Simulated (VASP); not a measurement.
# Mo (Im-3m) in VASP: a series of runs, part 2 of 2

VASP 6.6.1.

## (5) Relaxation of the atoms, PBE (a relaxed cell with its volume scaled by 0.96)

The input, INCAR:

```
PREC     = Accurate       # precision mode
ENCUT    = 300            # plane-wave cutoff, eV
EDIFF    = 1E-7           # SCF threshold, eV
ISMEAR   = 1              # smearing method
SIGMA    = 0.1            # smearing width, eV
LREAL    = F              # projectors in reciprocal space
LASPH    = T              # aspherical terms in the spheres
NELM     = 80             # most SCF steps
ALGO     = Normal         # electronic algorithm
ISIF     = 2              # what is computed and relaxed
LWAVE    = F              # write WAVECAR
LCHARG   = F              # write CHGCAR
GGA      = PE             # functional
IBRION   = 2              # ionic algorithm
NSW      = 40             # ionic steps
EDIFFG   = -0.01          # ionic threshold
```

The input, KPOINTS:

```
Automatic mesh
0
Gamma
  8 8 8
```

The input, POSCAR:

```
Mo                                      
1.0
   -1.5536010471      1.5536010471      1.5536010471
    1.5536010471     -1.5536010471      1.5536010471
    1.5536010471      1.5536010471     -1.5536010471
  Mo            
     1
Direct
     0.0000000000000000    0.0000000000000000    0.0000000000000000
```

Potentials or basis: VASP PAW PBE potentials, release 64 (Mo).

The run is started by

```sh
cat potpaw_PBE.64/Mo/POTCAR > POTCAR
mpirun -np 1 vasp_std > vasp.out
```

OUTCAR:

```text
PREC = Accurate
   ENCUT = 300
   EDIFF = 1E-7
   ISMEAR = 1
   LREAL = F
   LASPH = T
   NELM = 80
   ISIF = 2
   GGA = PE
   IBRION = 2
   NSW = 40
   EDIFFG = -0.01

 ion  position               nearest neighbor table
   1  0.000  0.000  0.000-

  LATTYP: Found a body centered cubic cell.
 ALAT       =     3.1072020942

  Lattice vectors:

 A1 = (  -1.5536010471,   1.5536010471,   1.5536010471)
 A2 = (   1.5536010471,  -1.5536010471,   1.5536010471)
 A3 = (   1.5536010471,   1.5536010471,  -1.5536010471)

Analysis of symmetry for initial positions (statically):
=====================================================================
 Subroutine PRICEL returns:
 Original cell was already a primitive cell.

 Routine SETGRP: Setting up the symmetry group for a
 body centered cubic supercell.

 Subroutine GETGRP returns: Found 48 space group operations
 (whereof 48 operations were pure point group operations)
 out of a pool of 48 trial point group operations.

The static configuration has the point symmetry O_h .
[... 160 lines left out ...]

 E-fermi :   7.1375     XC(G=0): -13.3123

 val. band max:        7.1286358872   @ k =  -0.2500   0.2500   0.1250
 cond. band min:       7.3457412953   @ k =  -0.1250   0.1250   0.1250
 fundamental gap:      0.2171054080
 Fermi energy:         7.1374709720

 k-point     1 :       0.0000    0.0000    0.0000
  band No.  band energies     occupation
      1      -0.0747      2.00000
      2       5.8041      2.00000
      3       5.8041      2.00000
      4       5.8041      2.00000
      5       8.9719     -0.00000
      6       8.9719     -0.00000
      7      23.8599      0.00000
[... 221 lines left out ...]
 k-point    24 :      -0.3750    0.3750    0.2500
  band No.  band energies     occupation
      1       3.1244      2.00000
      2       3.7277      2.00000
      3       6.6206      2.00000
      4       7.5149     -0.00000
      5      10.3243      0.00000
      6      12.6353      0.00000
      7      21.9155      0.00000

 [... further k-points ...]

------------------------ aborting loop because EDIFF is reached ----------------------------------------

  FORCE on cell =-STRESS in cart. coord.  units (eV):
  Direction    XX          YY          ZZ          XY          YZ          ZX
  --------------------------------------------------------------------------------------
  -------------------------------------------------------------------------------------
  Total        1.1297361      1.1297361      1.1297361     -0.0000000      0.0000000     -0.0000000
  in kB      120.6727117    120.6727117    120.6727117     -0.0000000      0.0000000     -0.0000000
  external PRESSURE =     120.6727117 kB  Pullay stress =       0.0000000 kB

 VOLUME and BASIS-vectors are now :
 -----------------------------------------------------------------------------
  energy-cutoff  :      300.00
  volume of cell :       15.00
      direct lattice vectors                 reciprocal lattice vectors
    -1.553601047  1.553601047  1.553601047     0.000000000  0.321832945  0.321832945
     1.553601047 -1.553601047  1.553601047     0.321832945  0.000000000  0.321832945
     1.553601047  1.553601047 -1.553601047     0.321832945  0.321832945  0.000000000

 POSITION                                       TOTAL-FORCE (eV/Angst)
 -----------------------------------------------------------------------------------
      0.00000      0.00000      0.00000         0.000000      0.000000     -0.000000
 -----------------------------------------------------------------------------------
    total drift:                                0.000000      0.000000      0.000000

  FREE ENERGIE OF THE ION-ELECTRON SYSTEM (eV)
  ---------------------------------------------------
  free  energy   TOTEN  =       -10.8988133410 eV

  energy  without entropy=      -10.8977905286  energy(sigma->0) =      -10.89847240

 reached required accuracy - stopping structural energy minimisation
```

CONTCAR:

```text
Mo
   1.00000000000000
    -1.5536010470999999    1.5536010470999999    1.5536010470999999
     1.5536010470999999   -1.5536010470999999    1.5536010470999999
     1.5536010470999999    1.5536010470999999   -1.5536010470999999
  Mo
     1
Direct
     0.0000000000000000    0.0000000000000000    0.0000000000000000

  0.00000000E+00  0.00000000E+00  0.00000000E+00
```

It took 3.6 s on 1 thread of Intel Xeon Platinum 8488C (Sapphire Rapids), shared host; peak memory 0.11 GiB.

What came out:

| Quantity | Value |
| --- | --- |
| Free energy | -10.8988 eV |
| Pressure after relaxing | 12.1 GPa |
| Band gap on the k mesh | none (metal or under the smearing width) |

Final structure:
```yaml
crystal:
  lattice:
    - [-1.55360, 1.55360, 1.55360]
    - [1.55360, -1.55360, 1.55360]
    - [1.55360, 1.55360, -1.55360]
  atoms:
    - { symbol: Mo, position: [0.00000, 0.00000, 0.00000] }
```

Caveat: the relaxation stopped at its first step, so nothing moved.

## (6) Relaxation of the atoms, PBE (a relaxed cell with its volume scaled by 0.98)

INCAR is that of step 5.

KPOINTS is that of step 5.

The input, POSCAR:

```
Mo                                      
1.0
   -1.5643158757      1.5643158757      1.5643158757
    1.5643158757     -1.5643158757      1.5643158757
    1.5643158757      1.5643158757     -1.5643158757
  Mo            
     1
Direct
     0.0000000000000000    0.0000000000000000    0.0000000000000000
```

Potentials or basis: VASP PAW PBE potentials, release 64 (Mo).

The run is started by

```sh
cat potpaw_PBE.64/Mo/POTCAR > POTCAR
mpirun -np 1 vasp_std > vasp.out
```

It took 4.2 s on 1 thread of Intel Xeon Platinum 8488C (Sapphire Rapids), shared host; peak memory 0.1 GiB.

Results (log left out):

```yaml
Free_energy: -10.9171 eV
Pressure_after_relaxing: 5.8 GPa
Band_gap_on_the_k_mesh: none (metal or under the smearing width)
```

Final structure:
```
Mo
1.0
    -1.56432    1.56432    1.56432
     1.56432   -1.56432    1.56432
     1.56432    1.56432   -1.56432
Mo
1
Direct
  0.00000 0.00000 0.00000
```

Levels at points of the mesh, in eV from the Fermi level:
| k point | band 1 | band 2 | band 3 | band 4 | band 5 | band 6 |
| --- | --- | --- | --- | --- | --- | --- |
| (0.00, 0.00, 0.00) | -7.14 | -1.29 | -1.29 | -1.29 | 1.79 | 1.79 |
| (0.50, 0.00, 0.00) | -5.30 | -3.37 | 1.83 | 1.86 | 2.47 | 4.95 |
| (0.50, 0.50, 0.50) | -5.45 | -5.45 | 4.17 | 4.17 | 4.17 | 9.73 |

Caveat: the relaxation stopped at its first step, so nothing moved.

## (7) Summary

```tsv
task	cell	gap on the mesh (eV)	pressure (GPa)
relaxation of cell and atoms	relaxed	none	0.0
relaxation of the atoms	atoms relaxed from: a relaxed cell with its volume scaled by 0.94	none	18.9
relaxation of the atoms	atoms relaxed from: a relaxed cell with its volume scaled by 0.96	none	12.1
relaxation of the atoms	atoms relaxed from: a relaxed cell with its volume scaled by 0.98	none	5.8
```

Alike in all rows: level PBE; potentials or basis VASP PAW PBE potentials, release 64 (Mo); no spin polarisation; k mesh 8 × 8 × 8; cutoff (eV) 300; smearing methfessel-paxton 0.1 eV.

Caveats: the relaxation stopped at its first step, so nothing moved.

Absolute energies hang on the potentials; compare differences alone.
